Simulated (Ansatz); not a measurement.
# SiC: the cost of one run

Method: DFT PBE, scalar-relativistic, plane waves, PAW, in Ansatz 0.2.0.

6 further runs of the same task are left out: 2 that didn't finish, 4 set aside as unsound or not needed.

### Step 1. The system as given

The structure is hexagonal, space group P6_3mc (No. 186). The conventional cell has a = 3.092 Å, b = 3.092 Å, c = 5.074 Å, α = 90.00°, β = 90.00°, γ = 120.00°. Around Si (site symmetry 3m) lie 4 C at 1.89 to 1.91 Å. C (site symmetry 3m) has 4 Si at 1.89 to 1.91 Å as nearest neighbours.

As a file:

```cif
data_structure
_symmetry_space_group_name_H-M 'P6_3mc'
_symmetry_Int_Tables_number 186
_cell_length_a 3.0920
_cell_length_b 3.0920
_cell_length_c 5.0738
_cell_angle_alpha 90.000
_cell_angle_beta 90.000
_cell_angle_gamma 120.000
_cell_volume 42.01
loop_
_atom_site_label
_atom_site_type_symbol
_atom_site_symmetry_multiplicity
_atom_site_Wyckoff_symbol
_atom_site_fract_x
_atom_site_fract_y
_atom_site_fract_z
_atom_site_occupancy
Si1 Si 2 b 0.33333 0.66667 0.00456 1
C1 C 2 b 0.33333 0.66667 0.38044 1
```

It is the result of an earlier relaxation at this level (volume 10.50 Å³/atom; gap on the mesh: 2.31 eV).

### Step 2. Zero of energy

Reference values: F = -1774.3091 eV; pressure 0.02 GPa; largest force 0.002 eV/Å; gap on the mesh 2.31 eV. It was computed beforehand with the settings of the runs below.

### Step 3. Next: a strain scan

The cell is strained by ε times the Voigt pattern (1, 1, 0, 0, 0, 0) (xx, yy, zz, yz, xz, xy; engineering shear), with fractional coordinates fixed (clamped ions). The stress on the pattern is the sum of the stress components weighted by it, tension positive.

### Step 4. At ε = -0.0600

File input.yaml:

```yaml
crystal:
  lattice:
    - [2.9064675304, 0.0, 0.0]
    - [-1.4532337652, 2.5170747166, 0.0]
    - [0.0, 0.0, 5.0737646004]
  atoms:
    - { symbol: Si, position: [0.3333333333, 0.6666666667, 0.0045636718] }
    - { symbol: Si, position: [0.6666666667, 0.3333333333, 0.5045636718] }
    - { symbol: C, position: [0.3333333333, 0.6666666667, 0.3804363282] }
    - { symbol: C, position: [0.6666666667, 0.3333333333, 0.8804363282] }
basis:
  ecutwfc: 420
kpoints:
  mp_grid: { grid: [12, 12, 6] }
hamiltonian:
  xc: pbe
scf:
  occupations: { method: gaussian, width: 0.05 }
output:
  forces: true
  stress: true
  eigenvalues: true
```

On the command line:

```
ansatz run input.yaml --threads 1 --pin off --max-ram 2560MiB --backend cpu --events-out ev --progress --plain --runs-dir out
```

What time and memory should one allow on 1 thread of Intel Xeon Platinum 8259CL at 2.50GHz (Skylake/Cascade Lake), shared host?

About 3.9 s, with a peak of 0.38 GiB.
